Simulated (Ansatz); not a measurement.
**Ag(111) / 3 layers Tc(0001) / Ag(111): resistance against film thickness**

Wanted: interface resistance and thickness dependence for Ag(111) / 3 layers Tc(0001) / Ag(111).

Method: Ansatz plane-wave DFT, LDA, PAW files; ballistic transport by layer matching (Landauer), zero bias, in Ansatz 0.2.0.

**1. The starting structure**

The cell holds 11 atoms: 8 Ag and 3 Tc. Its edges and angles: a = 2.889 Å, b = 2.889 Å, c = 24.806 Å, α = 90.0°, β = 90.0°, γ = 120.0°. It derives from Ag and Tc. Regions: lead, 8 atoms (8 Ag); films, 3 atoms (3 Tc). The structure is stacked along c, and the current runs across the ab planes.

**2. With 3 layers**

The film is laid into the lead at the lead's in-plane lattice, and the cell closes on the lead's own image. The mesh across the current, 28×28, is finer than the density's, because channels open and close sharply across the zone. Energies from -1 to 1 eV in steps of 0.036 eV cover the slope of the Fermi function at 300 K, so the program can form a conductance.

input.yaml reads:

```yaml
crystal:
  lattice:
    - [2.8893797293, 0.0, 0.0]
    - [-1.4446898646, 2.5022762467, 0.0]
    - [0.0, 0.0, 24.8058578232]
  atoms:
    - { symbol: Ag, position: [0.0, 0.0, 0.0475526524] }
    - { symbol: Ag, position: [0.3333333333, 0.6666666667, 0.1426579573] }
    - { symbol: Ag, position: [0.6666666667, 0.3333333333, 0.2377632621] }
    - { symbol: Ag, position: [0.0, 0.0, 0.3328685669] }
    - { symbol: Tc, position: [0.3333333333, 0.6666666667, 0.4202808129] }
    - { symbol: Tc, position: [0.6666666667, 0.3333333333, 0.5] }
    - { symbol: Tc, position: [0.3333333333, 0.6666666667, 0.5797191871] }
    - { symbol: Ag, position: [0.6666666667, 0.3333333333, 0.6671314331] }
    - { symbol: Ag, position: [0.0, 0.0, 0.7622367379] }
    - { symbol: Ag, position: [0.3333333333, 0.6666666667, 0.8573420427] }
    - { symbol: Ag, position: [0.6666666667, 0.3333333333, 0.9524473476] }
kpoints:
  mp_grid: { grid: [15, 15, 1] }
hamiltonian:
  xc: lda
scf:
  occupations: { method: fermi_dirac, width: 0.1 }
output:
  transmission: { leads: [[0, 1]], kmesh: [28, 28], e_range: [-1.0, 1.0], de: 0.036 }
  write_potential: true
  write_density: true
  volumetric_format: npy
  elf: true
```

On the command line:

```sh
$ ansatz run input.yaml --threads 4 --pin off --max-ram 8192MiB --backend cpu --events-out ev --progress --plain --runs-dir out
```

Numbers of over 12 decimals in the logs are rounded to 6 here.

Output:

```text
Engine: ansatz 0.2.0, aarch64-unknown-linux-gnu
Pseudopotentials: kind: paw
Pseudopotential: Ag, paw, valence charge 19, recommended cutoff 420 eV (normal), Ag.paw.azcp
Pseudopotential: Tc, paw, valence charge 15, recommended cutoff 500 eV (normal), Tc.paw.azcp
Functional definition: SPW92
  exchange = slater_x
  correlation = pw_c
Crystal: 11 atoms, lattice volume = 179.347 Å³
Basis set: ecut = 500 eV, 4495 PW (Γ)
Bands: 119, of which v1, the nominal top of the filled ones, is band 99 counted from 1 (98 counted from 0)
Symmetry: 6 space group operations
Space group: P3m1 (ITA 156), of the structure as read, at distance tolerance 5.6e-5 Å
k-points: 27 of 225 (time reversal used)
Non-local potential: Ag, projectors of the file, l = 0: 3, l = 1: 2, l = 2: 2, l = 3: 1
Non-local potential: Tc, projectors of the file, l = 0: 3, l = 1: 3, l = 2: 2, l = 3: 2
PAW form: soft (Blöchl's): semilocal exchange-correlation on the pseudo side does not see the compensation charge
PAW frozen core: Ag, regenerated for the run's functional, and the local potential with it (the file was generated under x = pbe(κ = 0.804, μ = 0.219515), c = pbe(β = 0.066725))
PAW frozen core: Tc, regenerated for the run's functional, and the local potential with it (the file was generated under x = pbe(κ = 0.804, μ = 0.219515), c = pbe(β = 0.066725))
PAW one-centre angular grid: Ag, 590 points (default); XC on 64 Gauss nodes
PAW one-centre angular grid: Tc, 590 points (default); XC on 64 Gauss nodes
Initial density: superposition of atomic densities (chi_scale 0.1, normalization cell, long waves 26 % of neutral atoms (reshape's long-wave potential 1.26 eV rms, cloud 2.92 Å wide))
Initial wavefunctions: pseudopotential atomic-orbital guess
Functional: x = slater, c = lda
SCF iter   1: F=—  HF=-75547.117197 eV  |F-HF|=—  |Δ(HF+E_count)|=         —  Δρ=3.13e-1  dr2=5.72e3  ethr=3.10e-3  ⟨swp⟩=6.0  Hψ=11531  notcnv=0  defer=59
preconditioner: auto → Kerker (q_TF=auto, 2.771 Å⁻¹)  [metal: Δε(μ)=0.008 eV  Ē_g=7.975 eV  σ=0.100 eV  W_gap=0.02  n_scr=74 (ndim 8)  ℏωp=28.9 eV  f_vac=0.000  D(μ)=14.13/eV (n_scr^D=166)]
SCF iter   2: F=—  HF=-75516.637382 eV  |F-HF|=—  |Δ(HF+E_count)|=    3.05e1  Δρ=6.46e-2  dr2=4.26e2  ethr=3.10e-3  ⟨swp⟩=2.7  Hψ=6027  notcnv=0  defer=177
SCF iter   3: F=—  HF=-75511.860938 eV  |F-HF|=—  |Δ(HF+E_count)|=    4.78e0  Δρ=4.37e-2  dr2=2.48e2  ethr=3.10e-3  ⟨swp⟩=2.1  Hψ=5175  notcnv=0  defer=205
SCF iter   4: F=—  HF=-75508.293617 eV  |F-HF|=—  |Δ(HF+E_count)|=    3.57e0  Δρ=2.64e-2  dr2=5.77e1  ethr=3.10e-3  ⟨swp⟩=2.1  Hψ=4627  notcnv=0  defer=201
SCF iter   5: F=—  HF=-75507.769672 eV  |F-HF|=—  |Δ(HF+E_count)|=   5.24e-1  Δρ=1.43e-2  dr2=1.16e1  ethr=3.10e-3  ⟨swp⟩=1.4  Hψ=3653  notcnv=0  defer=186
SCF iter   6: F=—  HF=-75507.561688 eV  |F-HF|=—  |Δ(HF+E_count)|=   2.08e-1  Δρ=5.09e-3  dr2=3.00e0  ethr=3.10e-3  ⟨swp⟩=1.9  Hψ=3169  notcnv=0  defer=186
SCF iter   7: F=—  HF=-75507.499353 eV  |F-HF|=—  |Δ(HF+E_count)|=   6.23e-2  Δρ=3.02e-3  dr2=5.75e-1  ethr=1.52e-3  ⟨swp⟩=1.1  Hψ=3620  notcnv=0  defer=188
SCF iter   8: F=—  HF=-75507.484279 eV  |F-HF|=—  |Δ(HF+E_count)|=   1.51e-2  Δρ=1.80e-3  dr2=2.25e-1  ethr=2.92e-4  ⟨swp⟩=1.0  Hψ=3077  notcnv=0  defer=188
SCF iter   9: F=—  HF=-75507.480250 eV  |F-HF|=—  |Δ(HF+E_count)|=   4.03e-3  Δρ=9.28e-4  dr2=2.03e-2  ethr=1.14e-4  ⟨swp⟩=1.0  Hψ=3049  notcnv=0  defer=188
SCF iter  10: F=—  HF=-75507.479424 eV  |F-HF|=—  |Δ(HF+E_count)|=   8.26e-4  Δρ=2.12e-4  dr2=1.08e-3  ethr=1.03e-5  ⟨swp⟩=1.0  Hψ=3022  notcnv=0  defer=188
SCF iter  11: F=—  HF=-75507.479373 eV  |F-HF|=—  |Δ(HF+E_count)|=   5.07e-5  Δρ=7.55e-5  dr2=8.03e-5  ethr=5.47e-7  ⟨swp⟩=1.0  Hψ=3098  notcnv=0  defer=188
SCF iter  12: F=—  HF=-75507.479245 eV  |F-HF|=—  |Δ(HF+E_count)|=   1.28e-4  Δρ=4.10e-5  dr2=1.11e-5  ethr=4.08e-8  ⟨swp⟩=1.4  Hψ=3348  notcnv=0  defer=188
SCF iter  13: F=—  HF=-75507.479244 eV  |F-HF|=—  |Δ(HF+E_count)|=   1.25e-6  Δρ=1.20e-5  dr2=1.14e-6  ethr=5.65e-9  ⟨swp⟩=2.2  Hψ=4778  notcnv=0  defer=190
SCF iter  14: F=—  HF=-75507.479244 eV  |F-HF|=—  |Δ(HF+E_count)|=   1.81e-7  Δρ=5.30e-6  dr2=2.80e-7  ethr=5.77e-10  ⟨swp⟩=2.0  Hψ=4972  notcnv=0  defer=190
SCF iter  15: F=-75507.479244 eV  HF=-75507.479244 eV  |F-HF|=3.54e-8  |Δ(HF+E_count)|=   4.26e-8  Δρ=1.98e-6  dr2=3.81e-8  ethr=5.08e-11  ⟨swp⟩=9.7  Hψ=10871  notcnv=0
SCF 1 converged in 15 iterations: F = -75507.479244 eV  dr2 = 3.81e-8
  greatest PAW one-centre occupation: 1.003 electrons in one spin orbital (limit 2), on the Ag atom at site 7 (counted from 0), in its partial waves of l = 0
transmission: 320 of 3200 steps passed
transmission: 640 of 3200 steps passed
[...]
transmission: 3200 of 3200 steps passed
SCF converged after 15 iterations
Free energy (F): -75507.479244 eV
Harris-Foulkes:  -75507.479244 eV  (|F-HF|=3.54e-8)
Internal energy: -75507.253124 eV  (E = F + TS)
E sigma→0 (E₀):  -75507.366184 eV
Entropy (-TS):   -0.226120 eV (-20.556 meV/atom)
Fermi energy:    18.217446 eV
--- Per-component energies (eV) ---
  E_band       = -2069.291516
  E_kinetic    = 6088.829552
  E_local      = -21496.811120  (includes V_loc(G=0)·N_el)
  E_nonlocal   = 1568.155420
  E_hartree    = 9102.581997
  E_xc         = -2182.509612
  E_vxc        = -2759.013467  (∫ρ·V_xc dr)
  E_paw        = -39651.264527  (= ΣΔE_a)
  E_vpaw       = -3675.611615  (= ΣTr[D̂ρ^β])
  E_aug_tail   = 0.000293  (compensation charges beyond the density's cutoff)
  E_ewald      = -28943.568750
  E_core_change = 7.333623  (= ΣΔE_core)
  E_smearing   = -0.226120  (= −TS)
  E_closure    = -0.000000  (closes the sum)
  Σ components = -75507.479244   (vs F -75507.479244, Δ=0.00e0)
--- Band table (eV; the first three rows and the last of 27) ---
  k-point 0: bands = [... 95 lower, 16.1277, 16.2252, 16.2252, 16.7979, 17.2621, 17.2621, 17.6695, 18.0489, ... 16 higher]
  k-point 1: bands = [... 95 lower, 16.2266, 16.2714, 16.5045, 16.9835, 17.1883, 17.3612, 17.9304, 18.1361, ... 16 higher]
  k-point 2: bands = [... 95 lower, 16.3590, 16.5308, 16.5736, 17.1964, 17.5220, 17.6520, 17.9661, 18.0566, ... 16 higher]
  k-point 26: bands = [... 95 lower, 19.5725, 19.9445, 20.0475, 20.6493, 21.3431, 21.3484, 21.3872, 21.5898, ... 16 higher]
--- Transmission ---
  basis      : 73 plane waves across, 40 finite elements along
  points     : 80, standing for a mesh of 28 x 28
  filling    : by the input's occupations and mesh, since the crystals that have channels conduct as metals do. If one of these is a semiconductor, that mesh has misplaced its level
  energies   : 56 from -1.000000 to 0.980000 eV about the Fermi level, 0.036000 eV apart; the leads are filled to 0.000000 eV, and channels, transmission and decay are at 0.008000 eV
  crystal 0  : Ag1, at the sites [0, 1], period 2.3592 Å, over 18.87 Å; its Hamiltonian steps by up to 1.2 meV
    offset         : up to 0.0000 Å between an atom of the period and one for which it stands
    filled         : 23.3 meV over the level at which it is neutral
    channels       : 7.844388e-1 a spin
    conductance    : 8.4302e14 S/m² at 300 K; may be off by some 0.0 % by where its bands' edges are placed, 3.7 % from the k-mesh, 0.1 % from the distance to neutral
    slowest decay  : 0.0395 /Å at (0.0714, 0.0000)
  junction   : crystal 0 to crystal 0, 0.70 to 23.14 Å
    transmission   : 2.859263e-1 a spin
    conductance    : 3.0684e14 S/m² at 300 K (3.0800e14 on every other point, 3.0778e14 on every other energy)
    error estimate : 0.3 % from the energy spacing and 0.0 % from band edges of the leads and from resonances (wavevectors taken as independent; lower de), 8.6 % from the k-mesh, 1.1 % from the steps of its leads' Hamiltonians or their offsets (lay more layers), 2.2 % from the distance to neutral
    resistance     : 2.0728e-3 Ω µm² beyond half of each lead's own
```

Elapsed: 2.1 min, on 4 threads of Arm Neoverse V2, shared host; peak memory 1.1 GiB; 8.1 min of CPU time.

The column dr2 measures how far the density is from self-consistency, as an energy; F and HF (Harris–Foulkes) agree once it is small.

This step gave:

```yaml
free_energy: -75507.4792 eV
energy_at_zero_smearing: -75507.3662 eV
fermi_energy: 18.22 eV
cell_area: 7.230 Å²
step_of_the_lead_s_potential: 1.2 meV
ballistic_conductance_of_the_lead: 8.43e14 S/m²
estimated_errors_of_the_lead_s_conductance: 0, 3.7, 0.1 % (band edges, k-mesh, distance from neutral)
lead_conductance_per_cell: 0.7867 G₀
conductance_of_the_junction: 3.07e14 S/m²
junction_conductance_per_cell: 0.2863 G₀
estimated_errors_of_the_junction_s_conductance: 0.3, 0, 8.6, 1.1, 2.2 % (energy step, band edges, k-mesh, leads' steps, distance from neutral)
area_resistance_that_the_stack_adds_contact_term_taken_off_spin_by_spin: 2.073 fΩ m²
```

Per spin. Transmission, zone mean against energy, zero at the Fermi level:

energy (eV), transmission, zone mean and a bar from the least value:
```
   -1.000      0.417 ##############################
   -0.892      0.399 ##########################
   -0.820      0.367 ####################
   -0.712      0.332 #############
   -0.640      0.342 ###############
   -0.532      0.326 ############
   -0.496      0.346 ################
   -0.424      0.310 #########
   -0.352      0.317 ##########
   -0.244      0.308 #########
   -0.136      0.312 #########
   -0.064      0.311 #########
    0.008      0.286 ####
    0.044      0.264 
    0.116      0.279 ###
    0.224      0.350 #################
    0.332      0.330 #############
    0.404      0.336 ##############
    0.512      0.359 ###################
    0.548      0.379 #######################
    0.620      0.349 #################
    0.692      0.351 #################
    0.800      0.332 #############
    0.872      0.341 ###############
    0.908      0.371 #####################
    0.980      0.350 #################
```

Per spin. Table of open channels, zone mean, lead by energy, zero at the Fermi level:

energy (eV), open channels, zone mean, lead and a bar from the least value:
```
   -1.000      0.690 
   -0.892      0.690 
   -0.820      0.698 #
   -0.712      0.698 #
   -0.640      0.698 #
   -0.532      0.767 #############
   -0.424      0.800 ##################
   -0.352      0.792 #################
   -0.244      0.792 #################
   -0.136      0.792 #################
   -0.064      0.792 #################
    0.008      0.784 ################
    0.044      0.784 ################
    0.116      0.830 ########################
    0.224      0.861 #############################
    0.332      0.846 ##########################
    0.404      0.846 ##########################
    0.512      0.838 #########################
    0.620      0.838 #########################
    0.692      0.838 #########################
    0.800      0.823 ######################
    0.872      0.846 ##########################
    0.980      0.869 ##############################
```

Transmission over k1 and k2. At 0.0080 eV from the Fermi level.

Ten even steps from '0' (0.000) to '9' (0.938), each cell a mean:
```
0225189558824230000000000000
3355259645872463230000000000
4234216533464134331000000000
8762112211112111268800000000
6787420000000001478861000000
5555310011000110134554300000
8754210016500561002346860000
4786310006972796000136982100
4256410000585557100013751600
0342220014580003544101313500
1265210028980000189710112552
0015312001566100086510021342
3006146300001833384000014543
4002289521000797489400013786
8000088642100286117710012468
6000005444420011000110013455
5000000267863100000000024787
8000000029973111111111111478
4000000000322321453234512332
4000000000043364287546843554
0000000000000143439755981532
1005275357250010154974792601
```
Columns: k1 (b1) from -0.5 to 0.464; rows upwards: k2 (b2) from -0.5 to 0.464.

Open channels over k1 and k2. At 0.0080 eV from the Fermi level.

Ten even steps from '_' (0.00) to '@' (1.00), each cell a mean:
```
@@@@@@@@@@@@@@@@@@@@@@@@@@@@@@@@@@____________________##
@@@@@@@@@@@@@@@@@@@@@@@@@@@@@@@@@@==____________________
@@@@@@@@@@@@@@@@@@@@@@@@@@@@@@@@@@@@**__________________
@@@@@@@@@@@@@@@@@@@@@@@@@@@@@@@@@@@@@@%%________________
@@@@@@@@@@@@@@@@@@@@@@@@@@@@@@@@@@@@@@@@@@::____________
@@@@@@@@@@@@@@@@@@@@@@@@@@@@@@@@@@@@@@@@@@@@++__________
@@@@@@@@@@@@@@@@@@@@@@@@@@@@@@@@@@@@@@@@@@@@@@##________
@@@@@@@@@@@@@@@@@@@@@@@@@@@@@@@@@@@@@@@@@@@@@@@@@@..____
@@@@@@@@@@@@@@@@@@@@@@@@******@@@@@@@@@@@@@@@@@@@@@@----
@@@@@@@@@@@@@@@@@@@@@@@@______==@@@@@@@@@@@@@@@@@@@@@@@@
@@@@@@@@@@@@@@@@@@@@@@@@________::@@@@@@@@@@@@@@@@@@@@@@
@@@@@@@@@@@@@@@@@@@@@@@@@@::______@@@@@@@@@@@@@@@@@@@@@@
@@++++@@@@@@@@@@@@@@@@@@@@@@======@@@@@@@@@@@@@@@@@@@@@@
@@____--@@@@@@@@@@@@@@@@@@@@@@@@@@@@@@@@@@@@@@@@@@@@@@@@
@@______..@@@@@@@@@@@@@@@@@@@@@@@@@@@@@@@@@@@@@@@@@@@@@@
@@__________##@@@@@@@@@@@@@@@@@@@@@@@@@@@@@@@@@@@@@@@@@@
@@____________++@@@@@@@@@@@@@@@@@@@@@@@@@@@@@@@@@@@@@@@@
@@______________::@@@@@@@@@@@@@@@@@@@@@@@@@@@@@@@@@@@@@@
@@__________________%%@@@@@@@@@@@@@@@@@@@@@@@@@@@@@@@@@@
@@____________________**@@@@@@@@@@@@@@@@@@@@@@@@@@@@@@@@
@@++____________________@@@@@@@@@@@@@@@@@@@@@@@@@@@@@@@@
@@@@####################@@@@@@@@@@@@@@@@@@@@@@@@@@@@@@@@
```
Columns: k1 (b1) from -0.5 to 0.464; rows upwards: k2 (b2) from -0.5 to 0.464.

Valence density in the ca plane at fractional y = 0.333, with atoms of Ag and Tc within 0.2 Å of it. It is the smooth field of the valence electrons, not physical close to the nuclei.

Values in e/Å³, 5 rows by 16 columns, each cell a mean:
```
 0  0  0  0  5  2  0  0  0  0  1  3  0  0  1  5
 0  0  0  0 13  5  0  0  0  0  3  6  1  0  3 14
 0  0  0  0  5  2  0  0  0  0  1  3  0  0  1  5
 1  0  1  0  0  0  1  1  0  1  0  0  1  1  0  0
 1  0  1  0  0  0  1  1  0  1  0  0  1  1  0  0
```
Columns run along c (16.0 Å, from fractional 0.05 to 0.70 of the cell), rows up along a (2.9 Å). Atoms in or near the plane, at fractional coordinates: Ag at (0.24, 0.67), Tc at (0.50, 0.67), Ag at (0.67, 0.67).

Electrostatic potential energy in the ca plane at fractional y = 0.333, with atoms of Ag and Tc within 0.2 Å of it. With pseudopotentials it is smooth inside the atoms' cores, unlike the true potential.

Ten even steps from '0' (-43 eV) to '9' (21 eV), each cell a mean:
```
99999999999755689999999998898522689889997556
99999999998533479999999999997100179999985324
99999999997422369999999999996000069999985223
99999999998533479999999999997200279999985334
89999988999765789998999988898644689888997656
78999877899988999987789876789988998767899889
67999767899999999976789875789999998667899999
78999877999988999987799877789888898777999888
```
Columns run along c (16.0 Å, from fractional 0.05 to 0.70 of the cell; values clipped at the 3rd and 97th percentile), rows up along a (2.9 Å). Atoms in or near the plane, at fractional coordinates: Ag at (0.24, 0.67), Tc at (0.50, 0.67), Ag at (0.67, 0.67).

ELF in the ca plane at fractional y = 0.333, with atoms of Ag and Tc within 0.2 Å of it. It is the smooth field of the valence electrons, not physical close to the nuclei.

Ten even steps from '0' (0.15) to '9' (0.82), each cell a mean:
```
00000000000244310000001111122476322111112453
00000000001478520000001222222777722222214786
00000000002599630000001233323733732323215897
00000000001477520000001122222777622212113676
10000010000234200001001111122355322111111343
21000122000000000012211123212111121232000010
31000232100000000023211134212222221243000000
21000121000011000012111122112111121121000110
```
Columns run along c (16.0 Å, from fractional 0.05 to 0.70 of the cell), rows up along a (2.9 Å). Atoms in or near the plane, at fractional coordinates: Ag at (0.24, 0.67), Tc at (0.50, 0.67), Ag at (0.67, 0.67).

The lead's potential steps by 1.2 meV from period to period, small in itself. The program estimates the junction's conductance to 8.6 % from the k-mesh, 2.2 % from the leads' distance from neutral and 1.1 % from their steps.

By hand: 1/G − 1/G_lead = 1/0.3068 − 1/0.8430 = 2.07 fΩ m² with G in 10¹⁵ S/m².

**3. With 5 layers, film layers 5**

The stack now holds 5 film layers; the k-mesh follows the cell, and the energies span -0.27 to 0.27 eV.

System of this step: Ag(111) / 5 layers Tc(0001) / Ag(111). The cell holds 13 atoms: 8 Ag and 5 Tc. Cell: a = 2.889 Å, b = 2.889 Å, c = 28.761 Å, α = 90.0°, β = 90.0°, γ = 120.0°. It derives from Ag and Tc. Regions: lead, 8 atoms (8 Ag); films, 5 atoms (5 Tc). The structure is stacked along c, and the current runs across the ab planes.

input.yaml reads:

```yaml
crystal:
  lattice:
    - [2.8893797293, 0.0, 0.0]
    - [-1.4446898646, 2.5022762467, 0.0]
    - [0.0, 0.0, 28.7608634655]
  atoms:
    - { symbol: Ag, position: [0.0, 0.0, 0.041013523] }
    - { symbol: Ag, position: [0.3333333333, 0.6666666667, 0.123040569] }
    - { symbol: Ag, position: [0.6666666667, 0.3333333333, 0.205067615] }
    - { symbol: Ag, position: [0.0, 0.0, 0.2870946609] }
    - { symbol: Tc, position: [0.3333333333, 0.6666666667, 0.3624865471] }
    - { symbol: Tc, position: [0.6666666667, 0.3333333333, 0.4312432736] }
    - { symbol: Tc, position: [0.3333333333, 0.6666666667, 0.5] }
    - { symbol: Tc, position: [0.6666666667, 0.3333333333, 0.5687567264] }
    - { symbol: Tc, position: [0.3333333333, 0.6666666667, 0.6375134529] }
    - { symbol: Ag, position: [0.6666666667, 0.3333333333, 0.7129053391] }
    - { symbol: Ag, position: [0.0, 0.0, 0.794932385] }
    - { symbol: Ag, position: [0.3333333333, 0.6666666667, 0.876959431] }
    - { symbol: Ag, position: [0.6666666667, 0.3333333333, 0.958986477] }
kpoints:
  mp_grid: { grid: [15, 15, 1] }
hamiltonian:
  xc: lda
scf:
  occupations: { method: fermi_dirac, width: 0.1 }
output:
  transmission:
    leads: [[0, 1]]
    kmesh: [28, 28]
    e_range: [-0.27, 0.27]
    de: 0.036
  write_potential: true
  write_density: true
  volumetric_format: npy
```

Output:

```text
[...]
Crystal: 13 atoms, lattice volume = 207.942 Å³
Basis set: ecut = 500 eV, 5241 PW (Γ)
Bands: 137, of which v1, the nominal top of the filled ones, is band 114 counted from 1 (113 counted from 0)
Symmetry: 6 space group operations
[...]
k-points: 27 of 225 (time reversal used)
[...]
--- Transmission ---
  basis      : 73 plane waves across, 47 finite elements along
  points     : 80, standing for a mesh of 28 x 28
[...]
filled         : 30.1 meV over the level at which it is neutral
    channels       : 7.844388e-1 a spin
[...]
slowest decay  : 0.0447 /Å at (0.0714, 0.0000)
  junction   : crystal 0 to crystal 0, 0.70 to 27.10 Å
    transmission   : 3.044264e-1 a spin
[...]
resistance     : 1.8050e-3 Ω µm² beyond half of each lead's own
[key lines of the parts left out:]
SCF converged after 15 iterations
Free energy (F): -86069.733056 eV
Fermi energy:    18.788040 eV
```

Run time: 88 s. Hardware: 4 threads; peak memory 1.4 GiB.

Numbers from this step:

* free energy: -86069.7331 eV
* energy at zero smearing: -86069.5892 eV
* Fermi energy: 18.79 eV
* step of the lead's potential: 2.7 meV
* estimated errors of the lead's conductance: 0, 3.7, 0 % (band edges, k-mesh, distance from neutral)
* lead conductance per cell: 0.7868 G₀
* conductance of the junction: 3.34e14 S/m²
* junction conductance per cell: 0.3120 G₀
* estimated errors of the junction's conductance: 0.7, 0, 13.1, 3.3, 1.1 % (energy step, band edges, k-mesh, leads' steps, distance from neutral)
* area resistance that the stack adds (contact term taken off, spin by spin): 1.805 fΩ m²

Per spin. Table of transmission, zone mean by energy, zero at the Fermi level:

```tsv
energy (eV)	transmission, zone mean
-0.270	0.384
-0.234	0.376
-0.198	0.370
-0.162	0.385
-0.126	0.380
-0.090	0.335
-0.054	0.303
-0.018	0.314
0.018	0.304
0.054	0.321
0.090	0.304
0.126	0.292
0.162	0.277
0.198	0.277
0.234	0.259
0.270	0.257
```

The conductance of the junction is 3.3e14 S/m², 9.0 % over the 3.1e14 S/m² of the last finished run, within the error estimates, leads' steps apart, of 8.6 and 13 %.

(Part 1 of 2 ends here.)

[Logs are printed without paths, hosts, clocks, repeated set-up lines and the standing remarks that a program may print on its own settings, such as how far it seeks lower states.]

[Hosts, paths, dates, database ids (printed as entryN), source tags and the programs' standing remarks are cut or masked in the printed files.]
